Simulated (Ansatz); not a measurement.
## Relaxing BaS

Level of theory: DFT PBE, scalar-relativistic, plane waves, PAW in Ansatz. Cutoff 420 eV, Γ-centred k mesh, Gaussian smearing, no spin polarisation in the final step.

A relaxed cell is given with its space group left out.

```
Ba S
1.0
     0.00000    3.21426    3.21426
     3.21426    0.00000    3.21426
     3.21426    3.21426    0.00000
Ba S
1 1
Direct
  0.00000 0.00000 0.00000
  0.50000 0.50000 0.50000
```

Energies over the elements count from the elements' standard structures at the same level, with no empirical corrections.

What space group does it have?

Fm-3m (No. 225). Conventional cell: a = 6.429 Å. Ba has 6 S at 3.21 Å; S is coordinated by 6 Ba at 3.21 Å.

What is its formation energy per atom?

-2.133 eV/atom.

Is it a metal?

No, the gap on the 8×8×8 mesh is 2.23 eV.

The final run used a 8×8×8 mesh on its 2-atom cell and 0.02 eV smearing.

Cost: 2 runs of about 0.11 core-minutes in all, on Arm Neoverse V2 (shared hosts).